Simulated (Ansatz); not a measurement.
**TaS2: elastic constants with PBEsol**

The system is TaS2.

```
Ta S
1.0
     3.35000    0.00000    0.00000
    -1.67500    2.90119    0.00000
     0.00000    0.00000    5.86000
Ta S
1 2
Direct
  0.00000 0.00000 0.00000
  0.66667 0.33333 0.75000
  0.33333 0.66667 0.25000
```

* Program: Ansatz 0.2.0
* Task: elastic constants
* Functional: PBEsol
* Potentials or basis: Ansatz PAW
* Cutoff: 420 eV (not typed: the program's choice for these potentials)
* k mesh: 7 × 7 × 4
* Occupations: fermi-dirac, width 0.05 eV
* Spin: no spin polarisation
* Atoms under strain: clamped

| Item | Value |
| --- | --- |
| Pressure | 4.4 GPa |
| Largest force | 0.966 eV/Å |
| Band gap on the k mesh | none (metal or under the smearing width) |
| Voigt bulk modulus | 150 GPa |

Forces on the atoms (eV/Å):
```
Ta   0.000  0.000  0.000
S    0.000  0.000 -0.966
S    0.000  0.000  0.966
```

Stress tensor (GPa, compression positive):
```
2.84 0.00 0.00
0.00 2.84 0.00
0.00 0.00 7.49
```

Levels at points of the mesh, in eV from the Fermi level:
| k point | band 10 | band 11 | band 12 | band 13 | band 14 | band 15 | band 16 | band 17 |
| --- | --- | --- | --- | --- | --- | --- | --- | --- |
| (0.00, 0.00, 0.00) | -1.33 | -0.77 | -0.77 | 0.00 | 0.00 | 0.24 | 4.09 | 4.09 |
| (0.00, 0.00, -0.50) | -3.60 | -0.91 | -0.91 | -0.03 | -0.03 | 1.23 | 4.51 | 4.51 |

Elastic tensor in Voigt notation (GPa, ions clamped, in the Cartesian axes of the cell as first typed):
```
229  95 122 -63   0   0
 95 229 122  63   0   0
127 127 206   0   0   0
-63  63   0 112   0   0
  0   0   0   0 112 -63
  0   0   0   0 -63  67
```

Run time: 45 s on 2 threads of Intel(R) Xeon(R) Processor @ 2.50GHz (Skylake/Cascade Lake), on a shared host, peak memory 0.4 GiB.

Caveat: the cell is more than 3 GPa from zero pressure, which shifts response properties; elastic constants of metals need much finer meshes, so these are rough; this functional lacks dispersion, which binds the layers, so the pressure and a relaxed spacing across them are unreliable; the PAW data sets come from PBE, with cores solved anew for the run's functional, which leaves a small shift of forces and pressure. Spin-orbit coupling is left out, which matters for the levels of Ta.
